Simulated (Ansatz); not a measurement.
# ZnSe (F-43m): the equilibrium volume

At what volume is ZnSe (F-43m) free of pressure?

Method: DFT PBEsol, scalar-relativistic, plane waves, PAW, in Ansatz 0.2.0.

3 further runs of the same task are left out: 3 set aside as unsound or not needed. Runs told in other sessions of the task aren't counted.

### Step 1. Starting point

Symmetry: F-43m, No. 216, cubic system. Conventional cell: a = 5.665 Å, b = 5.665 Å, c = 5.665 Å, α = 90.00°, β = 90.00°, γ = 90.00°. Zn (site symmetry -43m) has 4 Se at 2.45 Å in its first shell of neighbours. Se (site symmetry -43m) has 4 Zn at 2.45 Å in its first shell of neighbours.

Structure file:

```
Zn Se
1.0
     0.00000    2.83244    2.83244
     2.83244    0.00000    2.83244
     2.83244    2.83244    0.00000
Zn Se
1 1
Direct
  0.00000 0.00000 0.00000
  0.75000 0.75000 0.75000
```

### Step 2. The first run (PBEsol, 6×6×6 mesh)

File input.yaml:

```yaml
crystal:
  lattice:
    - [0.0, 2.8324425407, 2.8324425407]
    - [2.8324425407, 0.0, 2.8324425407]
    - [2.8324425407, 2.8324425407, 0.0]
  atoms:
    - { symbol: Zn, position: [0.0, 0.0, 0.0] }
    - { symbol: Se, position: [0.75, 0.75, 0.75] }
basis:
  ecutwfc: 420
kpoints:
  mp_grid: { grid: [6, 6, 6] }
hamiltonian:
  xc: pbesol
scf:
  occupations: { method: gaussian, width: 0.1 }
output:
  forces: true
  stress: true
  eigenvalues: true
```

Launch:

```
$ ansatz run input.yaml --threads 8 --pin off --max-ram 16384MiB --backend cpu --events-out ev --progress --plain --runs-dir out
```

Standard output, shortened:

```text
Warning: RAYON_NUM_THREADS=8 ignored (pool sized by the plan → 8); use --threads N
[...]
Pseudopotentials: kind: paw
Pseudopotential: Zn, paw, valence charge 12, recommended cutoff 420 eV (normal), Zn.paw.azcp
Pseudopotential: Se, paw, valence charge 16, recommended cutoff 420 eV (normal), Se.paw.azcp
Functional definition: PBEsol
[...]
Crystal: 2 atoms, lattice volume = 45.448 Å³
Basis set: ecut = 420 eV, 893 PW (Γ), exchange–correlation on 54×54×54 points (8 copies of the dense FFT grid, shifted against one another)
Bands: 18, of which v1, the nominal top of the filled ones, is band 14 counted from 1 (13 counted from 0)
Symmetry: 24 space group operations
Space group: F-43m (ITA 216), of the structure as read, at distance tolerance 3.6e-5 Å
k-points: 16 of 216 (time reversal used)
[...]
SCF iter   1: F=—  HF=-8706.448545 eV  |F-HF|=—  |Δ(HF+E_count)|=         —  Δρ=3.72e-3  dr2=6.13e-3  ethr=1.77e-3  ⟨swp⟩=5.2  Hψ=1433  notcnv=0
[...]
SCF iter   6: F=-8706.446311 eV  HF=-8706.446311 eV  |F-HF|=2.28e-8  |Δ(HF+E_count)|=   7.33e-7  Δρ=8.65e-6  dr2=2.35e-8  ethr=3.57e-10  ⟨swp⟩=3.1  Hψ=1138  notcnv=0
[...]
SCF converged after 6 iterations
Free energy (F): -8706.446311 eV
[...]
E sigma→0 (E₀):  -8706.446311 eV
Fermi energy:    7.260729 eV
[...]
--- Forces (eV/Å), atoms counted from 1 ---
  atom   1  Zn    -0.00000000     0.00000000     0.00000000
  atom   2  Se     0.00000000    -0.00000000     0.00000000
[...]
--- Stress (GPa, compression-positive) ---
       -1.023000      -0.000000      -0.000000
        0.000000      -1.023000       0.000000
       -0.000000       0.000000      -1.023000
  P = ⅓ Tr σ = -1.0230 GPa (-10.230 kbar)
--- Band table (eV; the first three rows and the last of 16) ---
  k-point 0: bands = ["-40.2393", "-40.2393", "-40.2393", "-40.2348", "-40.2348", "-6.6261", "0.1058", "0.1058", "0.1058", "0.4783", "0.4783", "6.6705", "6.6705", "6.6705", "7.8417", "12.4125", "12.4125", "12.4125"]
[...]
```

It took 0.44 s on 8 threads of AMD EPYC 7B13 (Zen 3), shared host; peak memory 0.4 GiB.

Result: volume 22.724 Å³/atom, pressure -1.02 GPa, mesh gap 1.17 eV.

### Step 3. Relaxing cell and atoms

Edit input.yaml of step 2 so:

```diff
@@ -11,3 +11,3 @@
 kpoints:
-  mp_grid: { grid: [6, 6, 6] }
+  mp_grid: { grid: [8, 8, 8] }
 hamiltonian:
@@ -15,3 +15,3 @@
 scf:
-  occupations: { method: gaussian, width: 0.1 }
+  occupations: { method: gaussian, width: 0.02 }
 output:
@@ -20 +20,6 @@
   eigenvalues: true
+relax:
+  adjacent_minimum: "off"
+  f_tol: 0.005
+  max_steps: 80
+  cell: { stress_tol: 0.05 }
```

Launch:

```
$ ansatz run input.yaml --threads 8 --pin off --max-ram 16384MiB --backend cpu --events-out ev --progress --plain --runs-dir out
```

Standard output:

```text
Warning: RAYON_NUM_THREADS=8 ignored (pool sized by the plan → 8); use --threads N
Engine: ansatz 0.2.0, x86_64-unknown-linux-gnu
Pseudopotentials: kind: paw
Pseudopotential: Zn, paw, valence charge 12, recommended cutoff 420 eV (normal), Zn.paw.azcp
Pseudopotential: Se, paw, valence charge 16, recommended cutoff 420 eV (normal), Se.paw.azcp
Functional definition: PBEsol
  exchange = pbesol_x
  correlation = pbesol_c
Crystal: 2 atoms, lattice volume = 45.448 Å³
Basis set: ecut = 420 eV, 893 PW (Γ), exchange–correlation on 54×54×54 points (8 copies of the dense FFT grid, shifted against one another)
Bands: 18, of which v1, the nominal top of the filled ones, is band 14 counted from 1 (13 counted from 0)
Symmetry: 24 space group operations
Space group: F-43m (ITA 216), of the structure as read, at distance tolerance 3.6e-5 Å
k-points: 29 of 512 (time reversal used)
Non-local potential: Zn, projectors of the file, l = 0: 2, l = 1: 2, l = 2: 3, l = 3: 1
Non-local potential: Se, projectors of the file, l = 0: 2, l = 1: 2, l = 2: 3, l = 3: 1
PAW form: soft (Blöchl's): semilocal exchange-correlation on the pseudo side does not see the compensation charge
PAW frozen core: Zn, regenerated for the run's functional, and the local potential with it (the file was generated under x = pbe(κ = 0.804, μ = 0.2195149727645171), c = pbe(β = 0.06672455060314922))
PAW frozen core: Se, regenerated for the run's functional, and the local potential with it (the file was generated under x = pbe(κ = 0.804, μ = 0.2195149727645171), c = pbe(β = 0.06672455060314922))
PAW one-centre angular grid: Zn, 590 points (default); XC on 64 Gauss nodes
PAW one-centre angular grid: Se, 590 points (default); XC on 64 Gauss nodes
Initial density: superposition of atomic densities (neutral atoms: chi_scale 0, normalization atom), corrected by the library's trained network
Initial wavefunctions: pseudopotential atomic-orbital guess
Functional: x = pbesol(κ = 0.804, μ = 0.12345679012345678), c = pbesol(β = 0.046)
SCF iter   1: F=—  HF=-8706.454484 eV  |F-HF|=—  |Δ(HF+E_count)|=         —  Δρ=3.86e-3  dr2=6.79e-3  ethr=1.77e-3  ⟨swp⟩=6.0  Hψ=2681  notcnv=0
preconditioner: auto → none  [insulator: Δε(μ)=1.143 eV  Ē_g=11.820 eV  σ=0.020 eV  W_gap=1.00  n_scr=14 (ndim 8)  ℏωp=23.4 eV  f_vac=0.121  D(μ)=0.00/eV (n_scr^D=0)  ε∞_Penn≈4.9]
SCF iter   2: F=—  HF=-8706.452058 eV  |F-HF|=—  |Δ(HF+E_count)|=   2.43e-3  Δρ=9.51e-4  dr2=2.49e-4  ethr=2.43e-5  ⟨swp⟩=2.0  Hψ=1123  notcnv=0
SCF iter   3: F=—  HF=-8706.452029 eV  |F-HF|=—  |Δ(HF+E_count)|=   2.93e-5  Δρ=7.77e-4  dr2=1.57e-4  ethr=8.90e-7  ⟨swp⟩=2.0  Hψ=836  notcnv=0
SCF iter   4: F=—  HF=-8706.452011 eV  |F-HF|=—  |Δ(HF+E_count)|=   1.75e-5  Δρ=2.34e-4  dr2=1.60e-5  ethr=5.60e-7  ⟨swp⟩=2.0  Hψ=721  notcnv=0
SCF iter   5: F=—  HF=-8706.452014 eV  |F-HF|=—  |Δ(HF+E_count)|=   3.41e-6  Δρ=5.00e-5  dr2=6.63e-7  ethr=5.72e-8  ⟨swp⟩=2.0  Hψ=624  notcnv=0
SCF iter   6: F=-8706.452015 eV  HF=-8706.452015 eV  |F-HF|=1.62e-8  |Δ(HF+E_count)|=   6.13e-7  Δρ=6.81e-6  dr2=1.42e-8  ethr=3.57e-10  ⟨swp⟩=5.1  Hψ=2366  notcnv=0
SCF 1 converged in 6 iterations: F = -8706.452015 eV  dr2 = 1.42e-8
relax step   1: F+E_penalty+E_count = -8706.45201509 eV  Δ(F+E_penalty+E_count) = +0.000e0 eV  max|allowed force component| = 1.203e-16 eV/Å  Δτ_max = 0.0000 Å  P = -1.047 GPa  Ω = 45.448 Å³  (6 SCF iters, dr2 threshold 1.00e-7 eV, accepted)
Crystal: 2 atoms, lattice volume = 44.881 Å³
Initial density: handed on by an earlier stage of this run
Initial wavefunctions: those handed on with the density
iter 1 solved again at ethr=3.62e-7 eV; its pass at ethr=3.10e-3 eV (dr2=1.01e-4 eV) is discarded
SCF iter   1: F=—  HF=-8706.454552 eV  |F-HF|=—  |Δ(HF+E_count)|=         —  Δρ=4.16e-4  dr2=8.46e-5  ethr=3.62e-7  ⟨swp⟩=2.9  Hψ=3146  notcnv=0
preconditioner: auto → none  [insulator: Δε(μ)=1.221 eV  Ē_g=11.920 eV  σ=0.020 eV  W_gap=1.00  n_scr=14 (ndim 8)  ℏωp=23.5 eV  f_vac=0.103  D(μ)=0.00/eV (n_scr^D=0)  ε∞_Penn≈4.9]
SCF iter   2: F=—  HF=-8706.454534 eV  |F-HF|=—  |Δ(HF+E_count)|=   1.81e-5  Δρ=2.60e-4  dr2=1.75e-5  ethr=3.02e-7  ⟨swp⟩=2.4  Hψ=719  notcnv=0
SCF iter   3: F=—  HF=-8706.454537 eV  |F-HF|=—  |Δ(HF+E_count)|=   3.01e-6  Δρ=1.34e-4  dr2=6.99e-6  ethr=6.26e-8  ⟨swp⟩=2.0  Hψ=754  notcnv=0
SCF iter   4: F=—  HF=-8706.454533 eV  |F-HF|=—  |Δ(HF+E_count)|=   3.84e-6  Δρ=3.16e-5  dr2=2.39e-7  ethr=2.50e-8  ⟨swp⟩=2.0  Hψ=754  notcnv=0
SCF iter   5: F=-8706.454533 eV  HF=-8706.454533 eV  |F-HF|=3.55e-9  |Δ(HF+E_count)|=   1.65e-8  Δρ=4.66e-6  dr2=1.00e-8  ethr=7.14e-10  ⟨swp⟩=5.0  Hψ=2361  notcnv=0
SCF 2 converged in 5 iterations: F = -8706.454533 eV  dr2 = 1.00e-8
relax step   2: F+E_penalty+E_count = -8706.45453291 eV  Δ(F+E_penalty+E_count) = -2.518e-3 eV  max|allowed force component| = 4.279e-17 eV/Å  Δτ_max = 0.0000 Å  P = -0.267 GPa  Ω = 44.881 Å³  energy of the carried Pulay correction = +1.789e-4 eV  (5 SCF iters, dr2 threshold 2.00e-7 eV, accepted)
Crystal: 2 atoms, lattice volume = 44.691 Å³
iter 1 solved again at ethr=4.26e-8 eV; its pass at ethr=3.10e-3 eV (dr2=1.19e-5 eV) is discarded
SCF iter   1: F=—  HF=-8706.454752 eV  |F-HF|=—  |Δ(HF+E_count)|=         —  Δρ=1.43e-4  dr2=9.59e-6  ethr=4.26e-8  ⟨swp⟩=2.8  Hψ=2988  notcnv=0
preconditioner: auto → none  [insulator: Δε(μ)=1.239 eV  Ē_g=11.938 eV  σ=0.020 eV  W_gap=1.00  n_scr=14 (ndim 8)  ℏωp=23.6 eV  f_vac=0.103  D(μ)=0.00/eV (n_scr^D=0)  ε∞_Penn≈4.9]
SCF iter   2: F=—  HF=-8706.454748 eV  |F-HF|=—  |Δ(HF+E_count)|=   4.63e-6  Δρ=8.77e-5  dr2=2.04e-6  ethr=3.42e-8  ⟨swp⟩=2.7  Hψ=774  notcnv=0
SCF iter   3: F=—  HF=-8706.454748 eV  |F-HF|=—  |Δ(HF+E_count)|=   5.63e-7  Δρ=5.23e-5  dr2=9.87e-7  ethr=7.28e-9  ⟨swp⟩=2.0  Hψ=754  notcnv=0
SCF iter   4: F=-8706.454748 eV  HF=-8706.454748 eV  |F-HF|=7.44e-9  |Δ(HF+E_count)|=   5.51e-7  Δρ=1.05e-5  dr2=2.80e-8  ethr=6.35e-10  ⟨swp⟩=3.0  Hψ=2165  notcnv=0
SCF 3 converged in 4 iterations: F = -8706.454748 eV  dr2 = 2.80e-8
relax step   3: F+E_penalty+E_count = -8706.45474777 eV  Δ(F+E_penalty+E_count) = -2.149e-4 eV  max|allowed force component| = 6.650e-17 eV/Å  Δτ_max = 0.0000 Å  P = +0.008 GPa  Ω = 44.691 Å³  energy of the carried Pulay correction = +2.395e-4 eV  (4 SCF iters, dr2 threshold 1.78e-7 eV, accepted)
Initial wavefunctions: pseudopotential atomic-orbital guess (no wavefunctions were taken with the density)
iter 1 solved again at ethr=7.13e-8 eV; its pass at ethr=3.10e-3 eV (dr2=2.00e-5 eV) is discarded
SCF iter   1: F=—  HF=-8706.454492 eV  |F-HF|=—  |Δ(HF+E_count)|=         —  Δρ=3.06e-5  dr2=1.53e-7  ethr=7.13e-8  ⟨swp⟩=2.8  Hψ=3991  notcnv=0
preconditioner: auto → none  [insulator: Δε(μ)=1.239 eV  Ē_g=11.936 eV  σ=0.020 eV  W_gap=1.00  n_scr=14 (ndim 8)  ℏωp=23.6 eV  f_vac=0.103  D(μ)=0.00/eV (n_scr^D=0)  ε∞_Penn≈4.9]
SCF iter   2: F=—  HF=-8706.454488 eV  |F-HF|=—  |Δ(HF+E_count)|=   3.51e-6  Δρ=3.01e-5  dr2=1.83e-7  ethr=5.48e-10  ⟨swp⟩=2.0  Hψ=909  notcnv=0
SCF iter   3: F=—  HF=-8706.454488 eV  |F-HF|=—  |Δ(HF+E_count)|=   6.88e-8  Δρ=1.86e-5  dr2=1.03e-7  ethr=5.48e-10  ⟨swp⟩=2.0  Hψ=755  notcnv=0
SCF iter   4: F=—  HF=-8706.454488 eV  |F-HF|=—  |Δ(HF+E_count)|=   6.84e-8  Δρ=2.08e-6  dr2=1.01e-9  ethr=3.69e-10  ⟨swp⟩=2.0  Hψ=754  notcnv=0
SCF iter   5: F=—  HF=-8706.454488 eV  |F-HF|=—  |Δ(HF+E_count)|=  9.09e-11  Δρ=5.48e-7  dr2=7.77e-11  ethr=3.62e-12  ⟨swp⟩=2.0  Hψ=754  notcnv=0
SCF iter   6: F=-8706.454488 eV  HF=-8706.454488 eV  |F-HF|=0.00e0  |Δ(HF+E_count)|=  2.18e-11  Δρ=5.46e-8  dr2=5.77e-13  ethr=1.00e-12  ⟨swp⟩=5.3  Hψ=2276  notcnv=0
SCF 4 converged in 6 iterations: F = -8706.454488 eV  dr2 = 5.77e-13
relax step   4: F+E_penalty+E_count = -8706.45448837 eV  Δ(F+E_penalty+E_count) = +2.594e-4 eV  max|allowed force component| = 5.840e-17 eV/Å  Δτ_max = 0.0000 Å  P = +0.008 GPa  Ω = 44.691 Å³  stress off target by 8.20e-3 GPa  SCF on the basis re-selected at this cell (its energy is not comparable with the rows above)  (6 SCF iters)
basis re-selected at this cell: Δ(F+E_penalty+E_count) = +2.594e-4 eV, ΔP = +0.000 GPa vs the last step (what re-selecting the basis moved, of the pressure what is left beyond the Pulay correction that the steps carried, after the strain that the cell walked since its last selection, with what the two solves' SCF thresholds leave and, on support functions, any second-order correction that the steps lacked; it is no measure of the basis error at this ecutwfc). This SCF's stress stands 8.20e-3 GPa from its target on what of the cell is left free (relax.cell.stress_tol is 5.00e-2 GPa) and its largest allowed force component is 5.84e-17 eV/Å (relax.f_tol is 5.00e-3 eV/Å): within both
SCF converged after 6 iterations
Free energy (F): -8706.454488 eV
Harris-Foulkes:  -8706.454488 eV  (|F-HF|=0.00e0)
Internal energy: -8706.454488 eV  (E = F + TS)
E sigma→0 (E₀):  -8706.454488 eV
Fermi energy:    7.519119 eV
--- Per-component energies (eV) ---
  E_band       = -380.521750
  E_kinetic    = 250.422464
  E_local      = -4367.178718  (includes V_loc(G=0)·N_el)
  E_nonlocal   = 22.591386
  E_hartree    = 2021.341447
  E_xc         = -239.173065
  E_vxc        = -150.838083  (∫ρ·V_xc dr)
  E_paw        = -3658.727173  (= ΣΔE_a)
  E_vpaw       = -178.200778  (= ΣTr[D̂ρ^β])
  E_aug_tail   = -0.000929  (compensation charges beyond the density's cutoff)
  E_ewald      = -2737.535706
  E_core_change = 1.805805  (= ΣΔE_core)
  E_smearing   = -0.000000  (= −TS)
  E_closure    = 0.000000  (closes the sum)
  Σ components = -8706.454488   (vs F -8706.454488, Δ=0.00e0)
--- Forces (eV/Å), atoms counted from 1 ---
  atom   1  Zn    -0.00000000     0.00000000     0.00000000
  atom   2  Se     0.00000000    -0.00000000    -0.00000000
  max |Σ_I F_I| component: 6.36e-17 eV/Å
--- Stress (GPa, compression-positive) ---
        0.008202      -0.000000      -0.000000
       -0.000000       0.008202       0.000000
       -0.000000       0.000000       0.008202
  P = ⅓ Tr σ = 0.0082 GPa (0.082 kbar)
--- Band table (eV; the first three rows and the last of 29) ---
  k-point 0: bands = ["-40.0502", "-40.0502", "-40.0502", "-40.0454", "-40.0454", "-6.5080", "0.2755", "0.2755", "0.2755", "0.6640", "0.6640", "6.8994", "6.8994", "6.8994", "8.1385", "12.6384", "12.6384", "12.6384"]
  k-point 1: bands = ["-40.0502", "-40.0502", "-40.0502", "-40.0454", "-40.0454", "-6.4029", "0.2802", "0.2921", "0.2921", "0.6624", "0.6624", "5.5395", "6.7405", "6.7405", "9.1472", "12.5732", "12.8999", "12.8999"]
  k-point 2: bands = ["-40.0502", "-40.0501", "-40.0501", "-40.0453", "-40.0453", "-6.1294", "0.3285", "0.3285", "0.3308", "0.6638", "0.6638", "3.7710", "6.4027", "6.4027", "9.6007", "13.2826", "13.2826", "13.4099"]
  k-point 28: bands = ["-40.0501", "-40.0500", "-40.0498", "-40.0454", "-40.0452", "-5.3929", "0.3913", "0.4928", "0.6256", "0.6323", "0.9793", "2.0939", "4.0285", "4.1117", "12.2613", "12.5028", "13.8081", "14.4831"]
--- Relaxed structure (3 steps of the walk, 3 accepted, 1 SCFs on fresh bases) ---
  F+E_penalty+E_count = -8706.45448837 eV   max|allowed force component| = 5.840e-17 eV/Å   (the final SCF, on the basis selected at the relaxed cell)
  cell:  # Å, volume = 44.6906 Å³
    - [2.3438711351319713e-33, 2.816623658889505, 2.816623658889505]
    - [2.816623658889505, -4.967987732073201e-34, 2.816623658889505]
    - [2.816623658889505, 2.816623658889505, 2.0508872432404743e-33]
  atoms:
    - { symbol: Zn, position: [3.017294792538405e-34, -3.782242768111522e-34, -4.37720230466839e-34] }
    - { symbol: Se, position: [0.7499999999999999, 0.7499999999999999, 0.7499999999999999] }
```

It took 1.8 s on 8 threads of AMD EPYC 7B13 (Zen 3), shared host; peak memory 0.46 GiB.

The steps of the relaxation:

```
step  energy from step 1 (meV/atom)  largest force component (eV/Å)  pressure (GPa)  volume (Å³/atom)
   1                            0.0                           0.000           -1.05            22.724
   2                           -1.3                           0.000           -0.27            22.441
   3                           -1.4                           0.000            0.01            22.345
   4                           -1.2                           0.000            0.01            22.345
```

Step 1 is the start. Step 4 repeats the geometry before it on a plane-wave basis chosen anew for the final cell, which shifts the energy by +0.1 meV/atom. The run keeps the 24 symmetry operations that it found, so it can't reach a distortion that breaks them.

Result: volume 22.345 Å³/atom, pressure 0.01 GPa, gap on the mesh 1.24 eV.

### Step 4. The cell, before and after

How the cell compares, before and after:

| cell as typed | before | after | change |
| --- | --- | --- | --- |
| a (Å) | 4.006 | 3.983 | -0.6 % |
| b (Å) | 4.006 | 3.983 | -0.6 % |
| c (Å) | 4.006 | 3.983 | -0.6 % |
| volume (Å³/atom) | 22.724 | 22.345 | -1.7 % |
| shortest distance (Å) | 2.453 | 2.439 | -0.6 % |
| space group | F-43m | F-43m | same |

### Step 5. Results

| quantity | value |
| --- | --- |
| volume | 22.345 Å³/atom |
| pressure | 0.01 GPa |
| conventional cell | a = 5.633 Å, b = 5.633 Å, c = 5.633 Å, α = 90.00°, β = 90.00°, γ = 90.00° |
| gap on the mesh | 1.24 eV |

What this shows: From the first run shown, the volume went from 22.72 to 22.35 Å³/atom (-1.7 %) in 2 runs, where the pressure is zero within 0.01 GPa.

These are semilocal Kohn-Sham gaps, which aren't the measured quantity. Such gaps usually fall short of the measured ones.
